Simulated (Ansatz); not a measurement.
# InCuS2: biaxial strain −0.25 %, plane normal [001], relaxed out of plane

The reference is InCuS₂ in the chalcopyrite structure (space group I-42d, No. 122; a = 5.577 Å, c = 11.234 Å). Axes: x, y, z lie along a, b, c of the conventional cell.

It is then changed as follows: compressive biaxial strain of 0.25 % in the plane normal to [001], as in epitaxy on a mismatched substrate; the out-of-plane cell vector and the atoms relax.

Calculations: PBE/PAW in Ansatz (a quantum-chemistry and plane-wave program), no SOC. Settings: 8×8×8 k-points, 0.05 eV Fermi–Dirac smearing.

```csv
quantity,base,changed,shift
volume per atom,21.84 Å³,21.80 Å³,-0.04 Å³
space group,I-42d (No. 122),I-42d (No. 122),–
shortest interatomic distance,2.328 Å,2.327 Å,-0.0016 Å
energy relative to the base (free energy F),0 meV/atom,+0.1 meV/atom,+0.1 meV/atom
band gap,zero,zero,–
out-of-plane strain (rough),–,+0.31 %,–
mean in-plane stress (compression positive) (rough),–,+0.2 GPa,–
```

Final structure (turned so that z lies along the plane normal):

```xyz
8
Lattice="5.5631 0.0000 0.0000 0.0000 5.5631 0.0000 2.7815 -2.7815 5.6347" Properties=species:S:1:pos:R:3 pbc="T T T"
Cu     2.7815     0.0000     2.8174
Cu     0.0000     0.0000     0.0000
In     5.5631     2.7815     2.8174
In     2.7815     2.7815     0.0000
S      4.0045     1.3908     4.2260
S      7.1216    -1.3908     4.2260
S      1.3908     1.2230     1.4087
S      4.1723     4.3401     1.4087
```

Without a gap, meshes like the base's 8×8×8 leave anisotropic stresses uncertain by several tenths of a GPa, and small strain energies with them. Stability against distortions was not tested. All final runs are without spin polarisation. Gaps under 0.05 eV, about the width of the smearing, are given as zero. The zero or small gap of InCuS2 can change with the level of theory.
